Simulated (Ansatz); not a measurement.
# diamond against fcc along the alkali metals

All numbers below come from DFT, RPBE, plane waves (420 eV) with PAW, scalar-relativistic in Ansatz. The PAW files were generated under PBE, with cores re-solved for the functional.

Each structure is relaxed within its symmetry, in the lowest magnetic state of the tried starts. Differences under about 8 meV lie within the error of the k-point mesh.

| element | E(diamond) − E(fcc) (meV/atom) | V(diamond) (Å³/atom) | V(fcc) (Å³/atom) | state of diamond | state of fcc |
| --- | --- | --- | --- | --- | --- |
| Li | 510 | 27.05 | 21.04 | spin not included | spin not included |
| Na | 330 | 58.59 | 39.51 | spin not included | spin not included |
| K | 287 | 123.80 | 81.11 | spin not included | spin not included |
| Rb | 250 | 158.85 | 101.06 | spin not included | spin not included |
| Cs | ? | ? | ? | ? | ? |

Question: Fill in the row of Cs.

Answer: E(diamond) − E(fcc) (meV/atom): 236; V(diamond) (Å³/atom): 210.61; V(fcc) (Å³/atom): 131.02; state of diamond: spin not included; state of fcc: spin not included.
